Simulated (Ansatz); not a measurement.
**GaSb: single point with PBE**

The system is GaSb.

```xyz
2
Lattice="-1.5559 2.6750 2.8933 1.5559 -2.6750 2.8933 1.5559 2.6750 -2.8933" Properties=species:S:1:pos:R:3 pbc="T T T"
Sb    0.0000    0.0000    2.8933
Ga    0.0000    0.0000    0.0000
```

Measurements of this composition are mostly on another form, of space group No. 216.

```
Program             : Ansatz 0.2.0
Task                : single point
Functional          : PBE
Potentials or basis : Ansatz PAW
Cutoff              : 420 eV (not typed: the program's choice for these potentials)
k mesh              : 10 × 10 × 10
Occupations         : fermi-dirac, width 0.05 eV
Spin                : no spin polarisation
```

* Pressure: -0.1 GPa
* Band gap on the k mesh: none (metal or under the smearing width)

Stress tensor (GPa, compression positive):
```
 0.94  0.00  0.00
 0.00 -0.40  0.00
 0.00  0.00 -0.81
```

Levels at points of the mesh, in eV from the Fermi level:
| k point | band 10 | band 11 | band 12 | band 13 | band 14 | band 15 | band 16 | band 17 | band 18 |
| --- | --- | --- | --- | --- | --- | --- | --- | --- | --- |
| (0.00, 0.00, 0.00) | -14.76 | -11.95 | -3.22 | -2.15 | -1.72 | 3.38 | 5.35 | 6.13 | 7.53 |
| (0.00, 0.00, -0.50) | -14.75 | -8.02 | -5.03 | -3.00 | -2.07 | -1.72 | 3.32 | 3.84 | 6.47 |
| (0.00, -0.50, 0.00) | -14.75 | -8.05 | -6.01 | -2.02 | -0.46 | -0.28 | 1.10 | 2.85 | 3.70 |
| (0.00, -0.50, -0.50) | -14.76 | -10.56 | -8.03 | -0.22 | 1.47 | 2.04 | 2.57 | 4.80 | 7.06 |
| (-0.50, -0.50, -0.50) | -14.76 | -9.53 | -5.92 | -5.09 | -4.80 | 3.28 | 7.19 | 9.58 | 10.27 |

Wall time 6.2 s on 2 threads of Arm Neoverse V1 (shared host), peak memory 0.42 GiB.

Spin-orbit coupling is left out, which matters for the levels of Sb.
